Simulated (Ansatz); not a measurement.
Level of theory: Ansatz 0.2.0, DFT PBE, scalar-relativistic, plane waves, PAW. Settings: cutoff 420 eV, Γ-centred meshes spaced at most about 0.3 Å⁻¹, and about 0.25 Å⁻¹ or finer for metals (2π included), Gaussian smearing. No spin polarisation.

These are static total energies at zero pressure.

Two forms of Sn₆Ge were relaxed alike.

A.

Space group R-3:H (No. 148). a = 6.274 Å, b = 6.274 Å, c = 16.697 Å, α = 90.00°, β = 90.00°, γ = 120.00°
```
atom  site  symmetry       x       y       z
  Sn   18f         1  0.0608  0.7353  0.2440
  Ge    3a       -3.  0.0000  0.0000  0.0000
```

B.

Space group P4/mmm (No. 123). a = 4.729 Å, b = 4.729 Å, c = 8.772 Å, α = 90.00°, β = 90.00°, γ = 90.00°
| atom | site | symmetry | x | y | z |
| --- | --- | --- | --- | --- | --- |
| Sn | 4i | 2mm. | 0.0000 | 0.5000 | 0.7843 |
| Sn | 1d | 4/mmm | 0.5000 | 0.5000 | 0.5000 |
| Sn | 1b | 4/mmm | 0.0000 | 0.0000 | 0.5000 |
| Ge | 1a | 4/mmm | 0.0000 | 0.0000 | 0.0000 |

Task: Which is lower in energy, and by how much?

Result: A is lower, by 12 meV/atom. A has space group R-3 (No. 148), 27.1 Å³/atom and no gap on its mesh; B has space group P4/mmm (No. 123), 28.0 Å³/atom and no gap. Counting Sn atoms around Ge (those within 1.25 times the shortest such distance or 1.15 times the sum of covalent radii, 1.27 where that leaves under three), A has Ge 6 and B has Ge 8. The denser one is the lower, and pressure would at first widen the difference. Even the lower one lies +0.10 eV/atom against the reference forms of the elements (uncorrected), so neither is stable at this level. Both come from invented guesses. The lowest form computed isn't among them: it has Sn and Ge ordered on diamond sites, space group R-3 (No. 148), 34.7 Å³/atom and lies 79 meV/atom below the best shown.

The k mesh leaves some 4 meV/atom of noise in the energy of each metallic cell. Cells relaxed within their symmetry can be saddle points. Some structure types and database cells were kept out of the candidates from the start, so a known form may be missing.
